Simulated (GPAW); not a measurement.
# InP (F-43m) in GPAW: a series of runs, part 2 of 2

GPAW 26.7.0. The steps go on from the part before.

## (4) One-shot levels on a semilocal density, SCAN (volume scaled by 0.96)

The input, run.py:

```python
import numpy as np
from ase.dft.bandgap import bandgap
from ase.io import write
from ase.spacegroup import crystal
from ase.units import Ha
from gpaw import GPAW, PW
from gpaw.hybrids.energy import non_self_consistent_energy
from gpaw.new.pw.nschse import non_self_consistent_matrix_elements

# In 4a
# P 4c
atoms = crystal(['In', 'P'],
                basis=[[0.0, 0.0, 0.0],
                       [0.25, 0.25, 0.25]],
                spacegroup=216, setting=1,  # F-43m
                cellpar=[5.78178759, 5.78178759, 5.78178759, 90.0, 90.0, 90.0],
                primitive_cell=True)

calc = GPAW(mode=PW(400),
            xc='MGGA_X_SCAN+MGGA_C_SCAN',
            kpts={'size': (5, 5, 5), 'gamma': True},
            occupations={'name': 'fermi-dirac', 'width': 0.001},
            nbands=18,
            convergence={'density': 1e-06, 'bands': 16},
            maxiter=150,
            txt='gpaw.txt')
atoms.calc = calc
energy = atoms.get_potential_energy()
calc.write('gs.gpw')
write('result.traj', atoms)
print(f'Energy: {energy:.6f} eV')
print('Fermi level:', round(calc.get_fermi_level(), 4), 'eV')
print(f'Gap: {bandgap(calc)[0]:.4f} eV, direct: {bandgap(calc, direct=True)[0]:.4f} eV')

calc.write('wfs.gpw', mode='all')
eps = calc.eigenvalues()
free = calc.get_potential_energy(force_consistent=True)
semilocal_x = free + calc.get_xc_difference('MGGA_X_SCAN')  # without correlation
exact_x = non_self_consistent_energy(calc, 'EXX').sum()
h_x = non_self_consistent_matrix_elements(GPAW('wfs.gpw').dft, 'MGGA_X_SCAN')
h_exx = non_self_consistent_matrix_elements(GPAW('wfs.gpw').dft, 'EXX')
shift = np.einsum('sknn->skn', h_exx - h_x).real * Ha
np.savetxt('shift.dat', shift[..., :16].reshape((-1, 16)), fmt='%.4f')
occupied = eps < calc.get_fermi_level()
for name, a in {'SCAN0': 0.25}.items():
    levels = (eps + a * shift)[..., :16]
    gap = levels[~occupied[..., :16]].min() - levels[occupied[..., :16]].max()
    print(f'{name}: share {a}, energy {free + a * (exact_x - semilocal_x):.6f} eV, gap {gap:.4f} eV')
```

Potentials or basis: GPAW PAW data sets (gpaw-data 1.2.1), pw.

Launch:

```sh
OMP_NUM_THREADS=1 python run.py
```

gpaw.txt:

```text
__  _  _
 | _ |_)|_||  |
 |__||  | ||/\| - 26.7.0

Input parameters:
  mode=PW(ecut=400.0),
  convergence={'density': 1e-06, 'bands': 16},
  kpts=MonkhorstPack(size=(5, 5, 5), gamma=True),
  maxiter=150,
  nbands=18,
  occupations=Occupations(name='fermi-dirac', width=0.001),
  xc=XC(name='MGGA_X_SCAN+MGGA_C_SCAN')

Diagonalizing LCAO Hamiltonian
Converting LCAO to pw mode

           P

       In

Atoms  # Å, Bohr magnetons
|   | symbol |        x |        y |        z |    initial magnetic moments |
|---|--------|----------|----------|----------|-----------------------------|
| 0 |     In | 0.000000 | 0.000000 | 0.000000 | ( 0.0000,  0.0000,  0.0000) |
| 1 |      P | 1.445447 | 1.445447 | 1.445447 | ( 0.0000,  0.0000,  0.0000) |

Unit cell  # Å
| periodic |        x |        y |        z |  lengths |    angles |
|----------|----------|----------|----------|----------|-----------|
|      yes | 0.000000 | 2.890894 | 2.890894 | 4.088341 | 60.000000 |
|      yes | 2.890894 | 0.000000 | 2.890894 | 4.088341 | 60.000000 |
|      yes | 2.890894 | 2.890894 | 0.000000 | 4.088341 | 60.000000 |

Number of symmetries: 24
Symmetry operations  # r_c * U_cc + t_c -> r_c
|    | kind |            matrix            |
|----|------|------------------------------|
|  0 |  E   |  1, 0, 0,  0, 1, 0,  0, 0, 1 |
|  1 |  σ   |  1, 0, 0,  0, 0, 1,  0, 1, 0 |
|  2 |  σ   |  1, 0,-1,  0, 1,-1,  0, 0,-1 |
|  3 |  C3  |  1, 0,-1,  0, 0,-1,  0, 1,-1 |
|  4 |  C3  |  1,-1, 0,  0,-1, 1,  0,-1, 0 |
|  5 |  σ   |  1,-1, 0,  0,-1, 0,  0,-1, 1 |
|  6 |  σ   |  0, 1, 0,  1, 0, 0,  0, 0, 1 |
|  7 |  C3  |  0, 1, 0,  0, 0, 1,  1, 0, 0 |
|  8 |  C2  |  0, 1,-1,  1, 0,-1,  0, 0,-1 |
|  9 |  S4  |  0, 1,-1,  0, 0,-1,  1, 0,-1 |
| 10 |  C3  |  0, 0, 1,  1, 0, 0,  0, 1, 0 |
| 11 |  σ   |  0, 0, 1,  0, 1, 0,  1, 0, 0 |
| 12 |  S4  |  0, 0,-1,  1, 0,-1,  0, 1,-1 |
| 13 |  C3  |  0, 0,-1,  0, 1,-1,  1, 0,-1 |
| 14 |  S4  |  0,-1, 1,  1,-1, 0,  0,-1, 0 |
| 15 |  C2  |  0,-1, 1,  0,-1, 0,  1,-1, 0 |
| 16 |  C3  |  0,-1, 0,  1,-1, 0,  0,-1, 1 |
| 17 |  S4  |  0,-1, 0,  0,-1, 1,  1,-1, 0 |
| 18 |  S4  | -1, 1, 0, -1, 0, 1, -1, 0, 0 |
| 19 |  C3  | -1, 1, 0, -1, 0, 0, -1, 0, 1 |
| 20 |  C3  | -1, 0, 1, -1, 1, 0, -1, 0, 0 |
| 21 |  S4  | -1, 0, 1, -1, 0, 0, -1, 1, 0 |
| 22 |  σ   | -1, 0, 0, -1, 1, 0, -1, 0, 1 |
| 23 |  C2  | -1, 0, 0, -1, 0, 1, -1, 1, 0 |

BZ-sampling:
  Number of BZ points: 125
  Number of IBZ points: 10

  Monkhorst-Pack size: [5, 5, 5]
  Monkhorst-Pack shift: [0, 0, 0]

K-points  # in reciprocal-cell coordinates
|   |                                coordinates |     weight |
|---|--------------------------------------------|------------|
| 0 | (  0.00000000,   0.00000000,   0.00000000) | 0.00800000 |
| 1 | (  0.20000000,   0.20000000,   0.00000000) | 0.04800000 |
| 2 | (  0.20000000,   0.20000000,   0.20000000) | 0.06400000 |
| 3 | (  0.40000000,   0.20000000,  -0.20000000) | 0.19200000 |
| 4 | (  0.40000000,   0.20000000,   0.20000000) | 0.09600000 |
| 5 | (  0.40000000,   0.40000000,  -0.40000000) | 0.19200000 |
| 6 | (  0.40000000,   0.40000000,  -0.20000000) | 0.09600000 |
| 7 | (  0.40000000,   0.40000000,   0.00000000) | 0.04800000 |
| 8 | (  0.40000000,   0.40000000,   0.20000000) | 0.19200000 |
| 9 | (  0.40000000,   0.40000000,   0.40000000) | 0.06400000 |

Plane wave coefficients: 893
Cutoff: 400.0 eV

Spin-components: 1 (collinear spins)
Bands:           18
Projectors:      11
Spin-degeneracy: 2
Datatype:        complex128

Density:
  Valence electrons: 18.0
  Components: 1
  Grid points: [20 20 20]
  Charge: 0.0  # |e|

Potential:
  Grid points: [20 20 20]

species:
  In:
    name:    Indium
    Z:       49.0
    valence: 13
    core:    36
    charge:  0.0  # [|e|]
    compensation charges:
      type: gauss
      rc: 0.36  # [Å]
      lmax: 2
    cutoffs:
      filter: 2.09  # [Å]
      core: 2.48  # [Å]
    projectors
    | kind |    occ | energy [eV] | rcut [Å] |
    |------|--------|-------------|----------|
    |   5s |  2.000 |      -8.203 |    1.185 |
    |   5p |  1.000 |      -2.521 |    1.244 |
    |   4d | 10.000 |     -18.629 |    1.148 |
    |    s |        |      19.008 |    1.185 |
    |    p |        |      24.691 |    1.244 |
    |    d |        |       8.583 |    1.148 |

    Using partial waves for In as LCAO basis

  P:
    name:    Phosphorus
    Z:       15.0
    valence: 5
    core:    10
    charge:  0.0  # [|e|]
    compensation charges:
      type: gauss
      rc: 0.30  # [Å]
      lmax: 2
    cutoffs:
      filter: 1.69  # [Å]
      core: 1.81  # [Å]
    projectors
    | kind |    occ | energy [eV] | rcut [Å] |
    |------|--------|-------------|----------|
    |   3s |  2.000 |     -13.968 |    0.953 |
    |   3p |  3.000 |      -5.506 |    0.953 |
    |    s |        |      13.244 |    0.953 |
    |    p |        |      21.705 |    0.953 |
    |    d |        |       0.000 |    0.953 |

    Using partial waves for P as LCAO basis

Reference energy: -169278.333319  # eV

eigensolver:
  PPCG
  Converge bands: 16
  niter=2

density mixing:
  MSR1-Mixer
  Pratt-step length: 0.05
  Maximum mixing coefficient: 0.75
  Old densities: 10
  SVD Regularization: 0.005
  Good broyden scale: 1.0
  Trust region scale: 1.0
  Backstep threshold: 4.0
  History deletion threshold: 6.0
  Fourier metric: weight=20.0, sigma=0.015

occupation numbers:
  Fermi-Dirac:
    width: 0.0010  # eV

poisson solver:
  ecut: 3200.0  # eV

xc functional:
  name: MGGA_X_SCAN+MGGA_C_SCAN with 2 nearest neighbor stencil

convergence criteria:
- Maximum integral of absolute [dens]ity change: 1e-06 electrons / valence electron
- Maximum [total energy] change in last 3 cyles: 0.0005 eV / valence electron
- Maximum integral of absolute [eigenst]ate change: 4e-08 eV^2 / valence electron
maximum number of iterations: 150

SCF iterations
|iter     | |      energy | eigst |  dens |
|---------|-|-------------|-------|-------|
|iter:   1| |  -40.780979 | +1.89 |       |
|iter:   2| |  -38.952411 | +0.22 | -1.15 |
|iter:   3| |  -38.916697 | -0.59 | -1.17 |
|iter:   4| |  -38.852245 | -1.79 | -1.48 |
|iter:   5| |  -38.855244 | -2.99 | -1.95 |
|iter:   6| |  -38.857532c| -3.45 | -2.27 |
|iter:   7| |  -38.857555c| -4.88 | -3.18 |
|iter:   8| |  -38.857563c| -5.85 | -3.50 |
|iter:   9| |  -38.857563c| -6.80 | -4.27 |
|iter:  10| |  -38.857563c| -7.25 | -4.95 |
|iter:  11| |  -38.857563c| -8.01c| -5.80 |
|iter:  12| |  -38.857563c| -8.74c| -6.29c|

Converged in 12 steps
Energy contributions relative to reference atoms: (reference = -169278.333319)

Energy contributions:
  Kinetic:          27.970141
  Coulomb:         -24.933651
  Zero:              0.167185
  External:          0.000000
  Xc:              -42.061239
  Entropy:          -0.000000
  Spinorbit:         0.000000
  ----------------------------
  Free energy:     -38.857563
  Extrapolated:    -38.857563

dipole moment: (-22.151618, -22.151618, -22.151618)  # |e|*Ang

Fermi level: 5.600
Eigenvalues  # (at kpt = [0.000, 0.000, 0.000])
| band index |      eig [eV] | occ [0-2] |
|------------|---------------|-----------|
|          0 |        -9.449 |     2.000 |
|          1 |        -9.449 |     2.000 |
|          2 |        -9.449 |     2.000 |
|          3 |        -9.232 |     2.000 |
|          4 |        -9.232 |     2.000 |
|          5 |        -7.173 |     2.000 |
[... 10 lines left out ...]
|         16 |        17.076 |     0.000 |
|         17 |        17.076 |     0.000 |

Gap: 1.282 eV
Transition (v -> c):
  (s=0, k=0, n=8, [0.00, 0.00, 0.00]) -> (s=0, k=0, n=9, [0.00, 0.00, 0.00])
No difference between direct/indirect transitions
# Writing to gs.gpw (mode='')

# Writing to wfs.gpw (mode='all')
```

Run time: 2 min. Hardware: 1 thread of Arm Neoverse V1, shared host; peak memory 0.54 GiB.

Results:

| Item | Value |
| --- | --- |
| Free energy | -38.8576 eV |
| Band gap on the k mesh | 1.28 eV, direct |

Levels at points of the mesh, in eV from the valence-band top:
```
           k point  band 5  band 6  band 7  band 8  band 9  band 10  band 11  band 12  band 13  band 14
(0.00, 0.00, 0.00)  -14.40  -12.34    0.00    0.00    0.00     1.28     4.34     4.34     4.34     9.27
```

Band gaps from one-shot exact exchange on these states (eV): scan0 2.51

Caveat: the k mesh is coarse; energy and the plain gap are those of the semilocal run; the hybrids' values are one shot on its orbitals and mesh; the PAW data sets were made with another functional, which shifts forces and pressure a little; spin-orbit coupling is left out, which moves the levels of the heavy elements.

## (5) The reference run

An earlier run on the cell as given: functional PBE; potentials or basis GPAW PAW data sets (gpaw-data 1.2.1); cutoff 600 eV; basis pw; k mesh 8 × 8 × 8; occupations fermi-dirac, width 0.05 eV; no spin polarisation.

- Pressure: 3.0 GPa
- Band gap on the k mesh: 0.71 eV, direct

## (6) Overview

| task | level | potentials or basis | cell | k mesh | cutoff (eV) | smearing | valence bands | conduction bands | integrate gamma | bse mode | direction | gap on the mesh (eV) |
| --- | --- | --- | --- | --- | --- | --- | --- | --- | --- | --- | --- | --- |
| optical spectrum by the Bethe-Salpeter equation | LDA | the program's PAW data sets (release 1.2.1) made for this functional, pw | as given | 6 × 6 × 6 | 400 | fermi-dirac 0.001 eV | 3 | 3 | sphere | RPA | 2 | - |
| dielectric tensor | PBE | GPAW PAW data sets (gpaw-data 1.2.1), pw | volume scaled by 0.96 | 7 × 7 × 7 | 400 | fermi-dirac 0.001 eV | - | - | - | - | - | 0.92 |
| one-shot levels on a semilocal density | SCAN | GPAW PAW data sets (gpaw-data 1.2.1), pw | volume scaled by 0.96 | 5 × 5 × 5 | 400 | fermi-dirac 0.001 eV | - | - | - | - | - | 1.28 |
| single point | PBE | GPAW PAW data sets (gpaw-data 1.2.1), pw | as given | 8 × 8 × 8 | 600 | fermi-dirac 0.05 eV | - | - | - | - | - | 0.71 |

Alike in all rows: no spin polarisation.

Caveats: spin-orbit coupling is left out, which moves the levels of the heavy elements; the long-wavelength limit can be off by a per cent or two (some runs); the band lists can cut through equal levels, which moves peak heights (some runs); on this mesh the treatment of q = 0 moves the result by about a tenth of an eV (some runs); the static dielectric constant lacks the antiresonant part and is too small (some runs); spectra need much finer meshes, so this one isn't converged (some runs); an odd mesh through Γ misses points on the zone boundary, where band edges often lie (some runs).

Total energies depend on the potentials used, so only differences within one code and one set of settings carry meaning.

## (7) Comparison with measurements

Step 2. Measured gap of InP: 1.4236 eV (direct; 1.6 K; a printed reference work, data compilation). This calculation gives 0.47 eV (-0.95 eV). Spin-orbit coupling on In is left out. The value is that of LDA on a finite k mesh, which can miss the band edges, without temperature or zero-point motion. Semilocal functionals fall short of measured gaps as a rule.
